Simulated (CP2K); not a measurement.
Runs of CP2K 2026.2 on BP. It takes space group F-43m (No. 216, cubic). Conventional cell: a = 4.538 Å, b = 4.538 Å, c = 4.538 Å, α = 90.00°, β = 90.00°, γ = 90.00°. P (site symmetry -43m) has 4 B at 1.97 Å as nearest neighbours. Around B (site symmetry -43m) lie 4 P at 1.97 Å. 

```csv
level,gap on the mesh (eV),pressure (GPa)
LDA,1.21,(a)
revPBE,1.41,0.8
HLE16,1.87,-31.0
PBE,1.37,(b)
PBEsol,1.23,-1.2
```

Alike in all rows: task atomic charges; potentials or basis POTENTIAL_UZH P GTH-PBE-q5, B GTH-PBE-q3; TZVP-MOLOPT-PBE-GTH basis; no spin polarisation; cell as given; k mesh 10 × 10 × 10; smearing fermi-dirac 0.05 eV.

Q: Fill in the values left out.

A: (a) -1.1; (b) 0.3.

Caveats: the basis of atomic orbitals isn't converged, which shifts pressures, moduli and gaps; the potentials were made for another functional, which shifts forces and pressure (some runs); the potentials were made for a functional far from this one (some runs); the cell as given lies far from equilibrium (some runs).

A k mesh can miss the band edges.
